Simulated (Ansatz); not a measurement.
# Stack of 1T-PtSe2 under 1T-SnSSe, upper layer turned by 180° in a perpendicular field

Aim: how the stack of 1T-PtSe2 under 1T-SnSSe, upper layer turned by 180° screens a field along its normal, and what the field does to its bands. A positive field points along +c.

Main program and level: Ansatz 0.2.0; plane-wave DFT, PBE-D3(BJ), Ansatz PAW.

## Step 1: Set-up

The cell holds 6 atoms: 3 Se, 1 Pt, 1 Sn and 1 S. Cell: a = 3.768 Å, b = 3.768 Å, c = 45.816 Å, α = 90.0°, β = 90.0°, γ = 120.0°. Regions: layer 1: 1T-PtSe2, 3 atoms (2 Se and 1 Pt); layer 2: 1T-SnSSe, 3 atoms (1 Se, 1 Sn and 1 S). Vacuum lies along c.

## Step 2: Relaxing the slab

The starting cell is a guess, so the in-plane lattice and the atoms are relaxed first, with the slab cut off from its images along the normal.

The input, input.yaml:

```yaml
crystal:
  lattice:
    - [3.7675, 0.0, 0.0]
    - [-1.88375, 3.2627507088, 0.0]
    - [0.0, 0.0, 45.8155888172]
  atoms:
    - { symbol: Se, position: [0.6666666667, 0.3333333333, 0.4190713357] }
    - { symbol: Pt, position: [0.0, 0.0, 0.4438196567] }
    - { symbol: Se, position: [0.3333333333, 0.6666666667, 0.4685679776] }
    - { symbol: Se, position: [0.6666666667, 0.3333333333, 0.536230537] }
    - { symbol: Sn, position: [0.3333333333, 0.6666666667, 0.5614063311] }
    - { symbol: S, position: [0.0, 0.0, 0.5809286643] }
  periodic: [true, true, false]
kpoints:
  mp_grid: { grid: [12, 12, 1] }
hamiltonian:
  xc: pbe
  dispersion: d3bj
scf:
  occupations: { method: fermi_dirac, width: 0.05 }
  convergence: { dr2_threshold: 1.0e-09 }
relax:
  f_tol: 0.004
  max_steps: 90
  cell: {}
output:
  write_potential: true
  write_density: true
  volumetric_format: npy
```

Launch:

```sh
ansatz run input.yaml --threads 2 --pin off --max-ram 3072MiB --backend cpu --events-out ev --progress --plain --runs-dir out
```

Numbers of over 12 decimals in the logs are rounded to 6 here.

Output:

```text
Warning: relax.cell: scf.convergence.dr2_threshold = 1e-9 eV is looser than the 1.97822153659e-10 eV advised for a relaxation that steers and ends on the stress (1e-10 eV for each atom of the cell: 6, times the square of relax.cell.stress_2d_tol = 0.05 N/m over 17.4 Å (the atoms' height at the walk's start and 5 Å past either face), 2.871e-2 GPa, over a crystal's default 0.05). What an SCF threshold leaves in a stress goes as its square root, and in the free energy as the threshold itself, and one threshold admits the most on a small cell: [figures from the program's tests cut] Set scf.convergence.dr2_threshold to 1.97822153659e-10 eV or tighter. [rest of the remark cut]
Engine: ansatz 0.2.0, x86_64-unknown-linux-gnu
Pseudopotentials: kind: paw
Pseudopotential: Se, paw, valence charge 16, recommended cutoff 420 eV (normal), Se.paw.azcp
Pseudopotential: Pt, paw, valence charge 18, recommended cutoff 420 eV (normal), Pt.paw.azcp
Pseudopotential: Sn, paw, valence charge 14, recommended cutoff 420 eV (normal), Sn.paw.azcp
Pseudopotential: S, paw, valence charge 6, recommended cutoff 420 eV (normal), S.paw.azcp
Functional definition: PBE
  parameter kappa = 0.804
  parameter beta = 0.066725
  exchange = pbe_x(kappa = kappa, mu = beta*pi^2/3)
  correlation = pbe_c(beta = beta)
Crystal: 6 atoms, lattice volume = 563.184 Å³
Basis set: ecut = 420 eV, 11049 PW (Γ), exchange–correlation on 54×54×640 points (8 copies of the dense FFT grid, shifted against one another)
Bands: 52, of which v1, the nominal top of the filled ones, is band 43 counted from 1 (42 counted from 0)
Symmetry: 6 space group operations
Space group: P3m1 (ITA 156), of the structure as read, at distance tolerance 8.3e-5 Å
k-points: 19 of 144 (time reversal used)
Non-local potential: Se, projectors of the file, l = 0: 2, l = 1: 2, l = 2: 3, l = 3: 1
Non-local potential: Pt, projectors of the file, l = 0: 3, l = 1: 2, l = 2: 2, l = 3: 1
Non-local potential: Sn, projectors of the file, l = 0: 2, l = 1: 2, l = 2: 2, l = 3: 2
Non-local potential: S, projectors of the file, l = 0: 2, l = 1: 2, l = 2: 2
PAW form: soft (Blöchl's): semilocal exchange-correlation on the pseudo side does not see the compensation charge
PAW one-centre angular grid: Se, 590 points (default); XC on 64 Gauss nodes
PAW one-centre angular grid: Pt, 590 points (default); XC on 64 Gauss nodes
PAW one-centre angular grid: Sn, 590 points (default); XC on 64 Gauss nodes
PAW one-centre angular grid: S, 110 points (default); XC on 64 Gauss nodes
Initial density: superposition of atomic densities (neutral atoms: chi_scale 0, normalization atom), corrected by the library's trained network
Initial wavefunctions: pseudopotential atomic-orbital guess
Functional: x = pbe(κ = 0.804, μ = 0.219515), c = pbe(β = 0.066725)
SCF iter   1: F=—  HF=-35857.637749 eV  |F-HF|=—  |Δ(HF+E_count)|=         —  Δρ=1.96e-3  dr2=4.66e-2  ethr=1.77e-3  ⟨swp⟩=17.5  Hψ=6530  notcnv=0  defer=16
preconditioner: auto → Resta (q_TF=auto, 1.995 Å⁻¹)  ε∞=1.9  [insulator: Δε(μ)=0.936 eV  Ē_g=10.236 eV  σ=0.050 eV  W_gap=1.00  n_scr=70 (ndim 8)  ℏωp=9.6 eV  f_vac=0.761  D(μ)=0.00/eV (n_scr^D=0)  ε∞_Penn≈1.9  vacuum switching on, ρ_ref=7.6e-3 e/Å³]
SCF iter   2: F=—  HF=-35857.633806 eV  |F-HF|=—  |Δ(HF+E_count)|=   3.94e-3  Δρ=1.04e-3  dr2=3.10e-2  ethr=5.42e-5  ⟨swp⟩=3.9  Hψ=2473  notcnv=0  defer=49
SCF iter   3: F=—  HF=-35857.631919 eV  |F-HF|=—  |Δ(HF+E_count)|=   1.89e-3  Δρ=6.71e-4  dr2=1.67e-2  ethr=3.61e-5  ⟨swp⟩=3.2  Hψ=1631  notcnv=0  defer=49
SCF iter   4: F=—  HF=-35857.630722 eV  |F-HF|=—  |Δ(HF+E_count)|=   1.20e-3  Δρ=3.52e-4  dr2=2.98e-3  ethr=1.94e-5  ⟨swp⟩=2.8  Hψ=1479  notcnv=0  defer=49
SCF iter   5: F=—  HF=-35857.630523 eV  |F-HF|=—  |Δ(HF+E_count)|=   1.98e-4  Δρ=1.70e-4  dr2=2.21e-4  ethr=3.46e-6  ⟨swp⟩=2.7  Hψ=1356  notcnv=0  defer=49
SCF iter   6: F=—  HF=-35857.630695 eV  |F-HF|=—  |Δ(HF+E_count)|=   1.72e-4  Δρ=6.29e-5  dr2=1.64e-5  ethr=2.57e-7  ⟨swp⟩=3.2  Hψ=2004  notcnv=0  defer=49
SCF iter   7: F=—  HF=-35857.630697 eV  |F-HF|=—  |Δ(HF+E_count)|=   1.27e-6  Δρ=1.99e-5  dr2=2.32e-6  ethr=1.91e-8  ⟨swp⟩=3.1  Hψ=1980  notcnv=0  defer=49
SCF iter   8: F=—  HF=-35857.630796 eV  |F-HF|=—  |Δ(HF+E_count)|=   9.93e-5  Δρ=8.40e-6  dr2=4.71e-7  ethr=2.70e-9  ⟨swp⟩=3.0  Hψ=1786  notcnv=0  defer=49
SCF iter   9: F=—  HF=-35857.630796 eV  |F-HF|=—  |Δ(HF+E_count)|=   1.17e-7  Δρ=5.00e-6  dr2=2.44e-7  ethr=5.48e-10  ⟨swp⟩=3.3  Hψ=2006  notcnv=0  defer=49
SCF iter  10: F=—  HF=-35857.630796 eV  |F-HF|=—  |Δ(HF+E_count)|=   1.66e-8  Δρ=1.38e-6  dr2=1.23e-8  ethr=2.83e-10  ⟨swp⟩=2.9  Hψ=1492  notcnv=0  defer=49
SCF iter  11: F=-35857.630796 eV  HF=-35857.630796 eV  |F-HF|=3.75e-9  |Δ(HF+E_count)|=   2.40e-8  Δρ=3.56e-7  dr2=8.08e-10  ethr=1.16e-12  ⟨swp⟩=11.1  Hψ=8924  notcnv=0
SCF 1 converged in 11 iterations: F = -35857.630796 eV  dr2 = 8.08e-10
  greatest PAW one-centre occupation: 1.000 electrons in one spin orbital (limit 2), on the Pt atom at site 1 (counted from 0), in its partial waves of l = 0
relax step   1: F+E_penalty+E_count = -35857.63079609 eV  Δ(F+E_penalty+E_count) = +0.000e0 eV  max|allowed force component| = 5.460e0 eV/Å  Δτ_max = 0.0000 Å  P = +23.905 N/m  Ω = 563.184 Å³  fix = [c, alpha, beta]  reactions: c +0.000 N/m  (11 SCF iters, accepted)
Crystal: 6 atoms, lattice volume = 572.543 Å³
Basis set: ecut = 420 eV, 11205 PW (Γ), exchange–correlation on 54×54×640 points (8 copies of the dense FFT grid, shifted against one another)
Initial density: handed on by an earlier stage of this run
Initial wavefunctions: those handed on with the density
iter 1 solved again at ethr=1.72e-4 eV; its pass at ethr=3.10e-3 eV (dr2=1.48e-1 eV) is discarded
SCF iter   1: F=—  HF=-35859.625699 eV  |F-HF|=—  |Δ(HF+E_count)|=         —  Δρ=4.06e-3  dr2=1.45e-1  ethr=1.72e-4  ⟨swp⟩=4.5  Hψ=6220  notcnv=0
preconditioner: auto → Resta (q_TF=auto, 1.989 Å⁻¹)  ε∞=2.0  [insulator: Δε(μ)=0.649 eV  Ē_g=9.812 eV  σ=0.050 eV  W_gap=1.00  n_scr=82 (ndim 8)  ℏωp=9.6 eV  f_vac=0.757  D(μ)=0.01/eV (n_scr^D=0)  ε∞_Penn≈2.0  vacuum switching on, ρ_ref=7.0e-3 e/Å³]
SCF iter   2: F=—  HF=-35859.612319 eV  |F-HF|=—  |Δ(HF+E_count)|=   1.34e-2  Δρ=2.42e-3  dr2=1.92e-1  ethr=1.68e-4  ⟨swp⟩=5.5  Hψ=2572  notcnv=0  defer=21
preconditioner: auto → LDOS  [insulator: Δε(μ)=0.239 eV  Ē_g=9.727 eV  σ=0.050 eV  W_gap=0.79  n_scr=82 (ndim 8)  ℏωp=9.6 eV  f_vac=0.757  D(μ)=0.35/eV (n_scr^D=4)  ε∞_Penn≈2.0  β→1.0]
SCF iter   3: F=—  HF=-35859.604938 eV  |F-HF|=—  |Δ(HF+E_count)|=   7.38e-3  Δρ=1.40e-3  dr2=6.05e-2  ethr=1.68e-4  ⟨swp⟩=4.7  Hψ=1676  notcnv=0  defer=50
[...]
relax step   4: F+E_penalty+E_count = -35860.64043846 eV  Δ(F+E_penalty+E_count) = -1.904e-1 eV  max|allowed force component| = 1.992e-1 eV/Å  Δτ_max = 0.2000 Å  P = -0.698 N/m  Ω = 564.404 Å³  energy of the carried Pulay correction = -1.019e-4 eV  fix = [c, alpha, beta]  reactions: c -0.000 N/m  (11 SCF iters, accepted)
[...]
relax step   5: F+E_penalty+E_count = -35860.65542265 eV  Δ(F+E_penalty+E_count) = -1.498e-2 eV  max|allowed force component| = 1.413e-1 eV/Å  Δτ_max = 0.1013 Å  P = -0.452 N/m  Ω = 557.537 Å³  energy of the carried Pulay correction = +4.747e-4 eV  fix = [c, alpha, beta]  reactions: c -0.000 N/m  (10 SCF iters, accepted)
[...]
relax step   6: F+E_penalty+E_count = -35860.65782474 eV  Δ(F+E_penalty+E_count) = -2.402e-3 eV  max|allowed force component| = 3.788e-2 eV/Å  Δτ_max = 0.0417 Å  P = -0.228 N/m  Ω = 555.756 Å³  energy of the carried Pulay correction = +6.255e-4 eV  fix = [c, alpha, beta]  reactions: c -0.000 N/m  (10 SCF iters, accepted)
[...]
relax step   7: F+E_penalty+E_count = -35860.65806779 eV  Δ(F+E_penalty+E_count) = -2.430e-4 eV  max|allowed force component| = 2.290e-2 eV/Å  Δτ_max = 0.0055 Å  P = +0.134 N/m  Ω = 554.484 Å³  energy of the carried Pulay correction = +7.334e-4 eV  fix = [c, alpha, beta]  reactions: c +0.000 N/m  (8 SCF iters, accepted)
[...]
relax step   8: F+E_penalty+E_count = -35860.65811069 eV  Δ(F+E_penalty+E_count) = -4.290e-5 eV  max|allowed force component| = 5.206e-4 eV/Å  Δτ_max = 0.0033 Å  P = +0.003 N/m  Ω = 554.856 Å³  energy of the carried Pulay correction = +7.018e-4 eV  fix = [c, alpha, beta]  reactions: c +0.000 N/m  (8 SCF iters, accepted)
Basis set: ecut = 420 eV, 10917 PW (Γ), exchange–correlation on 50×50×640 points (8 copies of the dense FFT grid, shifted against one another)
Initial wavefunctions: pseudopotential atomic-orbital guess (no wavefunctions were taken with the density)
iter 1 solved again at ethr=5.15e-7 eV; its pass at ethr=3.10e-3 eV (dr2=4.43e-4 eV) is discarded
SCF iter   1: F=—  HF=-35860.657586 eV  |F-HF|=—  |Δ(HF+E_count)|=         —  Δρ=1.10e-5  dr2=1.15e-7  ethr=5.15e-7  ⟨swp⟩=6.3  Hψ=10208  notcnv=0
eigensolver tolerance schedule: the retry pair's looser diagonalisation over-reported the residual by 3870.05 of it (diagonalisation noise at 1.81 of the residual, at the tolerance the schedule requests for it); recorded, not acted on — ethr = c·dr2/N_el stays at c = 1.0e-1
preconditioner: auto → LDOS  [insulator: Δε(μ)=0.214 eV  Ē_g=9.396 eV  σ=0.050 eV  W_gap=0.74  n_scr=70 (ndim 8)  ℏωp=9.7 eV  f_vac=0.741  D(μ)=0.36/eV (n_scr^D=4)  ε∞_Penn≈2.1  β→1.0]
SCF iter   2: F=—  HF=-35860.657663 eV  |F-HF|=—  |Δ(HF+E_count)|=   7.64e-5  Δρ=3.51e-6  dr2=6.54e-8  ethr=1.33e-10  ⟨swp⟩=5.5  Hψ=3439  notcnv=0
SCF iter   3: F=—  HF=-35860.657663 eV  |F-HF|=—  |Δ(HF+E_count)|=   1.76e-8  Δρ=2.81e-6  dr2=9.66e-8  ethr=7.61e-11  ⟨swp⟩=2.9  Hψ=1900  notcnv=0
SCF iter   4: F=—  HF=-35860.657663 eV  |F-HF|=—  |Δ(HF+E_count)|=   1.18e-8  Δρ=5.87e-7  dr2=4.02e-9  ethr=7.61e-11  ⟨swp⟩=2.9  Hψ=1528  notcnv=0
SCF iter   5: F=—  HF=-35860.657663 eV  |F-HF|=—  |Δ(HF+E_count)|=  2.40e-10  Δρ=3.73e-7  dr2=5.95e-9  ethr=4.68e-12  ⟨swp⟩=4.4  Hψ=2393  notcnv=0
SCF iter   6: F=-35860.657663 eV  HF=-35860.657663 eV  |F-HF|=2.76e-10  |Δ(HF+E_count)|=  1.31e-10  Δρ=1.84e-7  dr2=4.28e-10  ethr=1.16e-12  ⟨swp⟩=14.4  Hψ=7909  notcnv=0
SCF 9 converged in 6 iterations: F = -35860.657663 eV  dr2 = 4.28e-10
relax step   9: F+E_penalty+E_count = -35860.65766256 eV  Δ(F+E_penalty+E_count) = +4.481e-4 eV  max|allowed force component| = 5.274e-4 eV/Å  Δτ_max = 0.0000 Å  P = -0.020 N/m  Ω = 554.856 Å³  fix = [c, alpha, beta]  reactions: c -0.000 N/m  stress off target by 1.98e-2 N/m on what of the cell is left free  SCF on the basis re-selected at this cell (its energy is not comparable with the rows above)  (6 SCF iters)
basis re-selected at this cell: Δ(F+E_penalty+E_count) = +4.481e-4 eV, ΔP = -0.023 N/m vs the last step (what re-selecting the basis moved, of the pressure what is left beyond the Pulay correction that the steps carried, after the strain that the cell walked since its last selection, with what the two solves' SCF thresholds leave and, on support functions, any second-order correction that the steps lacked; it is no measure of the basis error at this ecutwfc). The dense FFT grid was sized anew with the basis: this SCF ran on 25×25×320 points, the steps before it on 27×27×320, so part of this shift can come from that change (see relax.cell in the input reference). [rest of the remark cut]
WARN: The output density's exchange-correlation potential varies sharply where the density is thin. Do not read a vacuum level from v_tot or v_xc, or from such a field of the output density. On a cell that repeats whose density bears no net charge and no dipole along the vacuum's axis use v_es (v_loc + v_h of the components); under efield.dipole_correction with no amplitude use v_es + v_field, which holds any externa [...]
SCF converged after 6 iterations
Free energy (F): -35860.657663 eV
Harris-Foulkes:  -35860.657663 eV  (|F-HF|=2.76e-10)
Internal energy: -35860.653919 eV  (E = F + TS)
E sigma→0 (E₀):  -35860.655791 eV
Entropy (-TS):   -0.003743 eV (-0.624 meV/atom)
Fermi energy:    -5.410325 eV
--- Per-component energies (eV) ---
  E_band       = -2837.880651
  E_kinetic    = 1285.827053
  E_local      = -464678.222439  (includes V_loc(G=0)·N_el)
  E_nonlocal   = -1588.630255
  E_hartree    = 231462.272782
  E_xc         = -1052.158905
  E_vxc        = -778.804430  (∫ρ·V_xc dr)
  E_paw        = -19930.986218  (= ΣΔE_a)
  E_vpaw       = -2.593099  (= ΣTr[D̂ρ^β])
  E_aug_tail   = -0.001608  (compensation charges beyond the density's cutoff)
  E_ewald      = 218643.240020
  E_disp       = -1.994349  (pairwise vdW)
  E_smearing   = -0.003743  (= −TS)
  E_closure    = 0.000000  (closes the sum)
  Σ components = -35860.657663   (vs F -35860.657663, Δ=0.00e0)
--- Forces (eV/Å), atoms counted from 1 ---
  atom   1  Se     0.00000000     0.00000000    -0.00008753
  atom   2  Pt    -0.00000000     0.00000000    -0.00052768
  atom   3  Se    -0.00000000    -0.00000000    -0.00002983
  atom   4  Se     0.00000000     0.00000000     0.00010593
  atom   5  Sn     0.00000000     0.00000000     0.00022071
  atom   6  S      0.00000000    -0.00000000     0.00031673
  max |Σ_I F_I| component: 1.67e-6 eV/Å
--- 2D stress c σ (N/m, compression-positive) ---
       -0.019850      -0.000000      -0.000000
       -0.000000      -0.019850      -0.000000
       -0.000000      -0.000000      -0.000000
  P = ½ c Tr σ = -0.0198 N/m
--- Band table (eV; the first three rows and the last of 19) ---
  k-point 0: bands = [... 39 lower, -6.3115, -6.1146, -5.8562, -5.8562, -4.1650, -2.8880, -2.8880, -2.8397, ... 5 higher]
  k-point 1: bands = [... 39 lower, -6.3249, -6.0158, -5.8506, -5.7262, -3.9585, -3.3362, -2.9991, -2.4304, ... 5 higher]
  k-point 2: bands = [... 39 lower, -6.3984, -6.0418, -5.9152, -5.5751, -4.2560, -3.7225, -3.1996, -2.0167, ... 5 higher]
  k-point 18: bands = [... 39 lower, -7.3544, -7.2502, -6.8454, -6.7236, -4.4670, -3.8979, -3.7280, -1.0825, ... 5 higher]
  the weakly bound empty levels are not read free of the cell's end (no_gap_told)
--- Relaxed structure (8 steps of the walk, 8 accepted, 1 SCFs on fresh bases) ---
  F+E_penalty+E_count = -35860.65766256 eV   max|allowed force component| = 5.274e-4 eV/Å   (the final SCF, on the basis selected at the relaxed cell)
  cell:  # Å, volume = 554.8555 Å³
    - [3.739538, 0.0, 0]
    - [-1.869769, 3.238535, 0]
    - [0, 0, 45.8155888172]
  atoms:
    - { symbol: Se, position: [0.666667, 0.333333, 0.411745] }
    - { symbol: Pt, position: [0, 0, 0.440432] }
    - { symbol: Se, position: [0.333333, 0.666667, 0.468590] }
    - { symbol: Se, position: [0.666667, 0.333333, 0.528793] }
    - { symbol: Sn, position: [0.333333, 0.666667, 0.564299] }
    - { symbol: S, position: [0, 0, 0.596166] }
```

The job ended after 9.9 min (2 threads of Intel Xeon at 2.50GHz (Skylake/Cascade Lake), shared host; peak memory 1.1 GiB).

Step by step:

```csv
step,energy less that of the first step (eV),largest force component (eV/Å),volume (Å³)
1,0.0000,5.4598,563.18
2,-1.9665,3.3933,572.54
3,-2.8192,1.4254,571.27
4,-3.0096,0.1992,564.40
5,-3.0246,0.1413,557.54
6,-3.0270,0.0379,555.76
7,-3.0273,0.0229,554.48
8,-3.0273,0.0005,554.86
9*,-3.0269,0.0005,554.86
```

Relaxation steps marked * repeat the geometry before them on a plane-wave basis chosen anew for their cell, so energy and pressure can jump there.

Forces are held to the 6 operations that the run works with; a distortion that breaks them can't arise in this run.

```csv
cell as run,before,after,change
a (Å),3.768,3.740,-0.7 %
b (Å),3.768,3.740,-0.7 %
```

The atoms that moved most (Å, along periodic axes as changes of fractional coordinates times the final cell, across vacuum about the mean position):

```csv
atom,dx,dy,dz,length
S6,0.000,0.000,0.698,0.698
Se4,0.000,0.000,-0.341,0.341
Se1,0.000,0.000,-0.336,0.336
Pt2,0.000,0.000,-0.155,0.155
Sn5,0.000,0.000,0.133,0.133
```

The relaxed structure:

```cif
data_structure
_symmetry_space_group_name_H-M 'P 1'
_symmetry_Int_Tables_number 1
_cell_length_a 3.7395
_cell_length_b 3.7395
_cell_length_c 45.8156
_cell_angle_alpha 90.000
_cell_angle_beta 90.000
_cell_angle_gamma 120.000
_cell_volume 554.86
loop_
_atom_site_label
_atom_site_type_symbol
_atom_site_fract_x
_atom_site_fract_y
_atom_site_fract_z
_atom_site_occupancy
Se1 Se 0.66667 0.33333 0.41175 1
Pt2 Pt 0.00000 0.00000 0.44043 1
Se3 Se 0.33333 0.66667 0.46859 1
Se4 Se 0.66667 0.33333 0.52879 1
Sn5 Sn 0.33333 0.66667 0.56430 1
S6 S 0.00000 0.00000 0.59617 1
```

Numbers from this step:

```
energy at zero smearing : -35860.6558 eV
```

The lattice constant a goes from 3.768 to 3.740 Å.

[end of part 1 of 2]

[Logs are printed without paths, hosts, clocks, repeated set-up lines and the standing remarks that a program may print on its own settings, such as how far it seeks lower states.]

[Hosts, paths, dates, database ids (printed as entryN), source tags and the programs' standing remarks are cut or masked in the printed files.]

[Maps of the electrostatic potential energy from Ansatz leave out the sawtooth potential of an applied field or a dipole correction, so their vacuum need not be flat; planar profiles and work functions include it.]
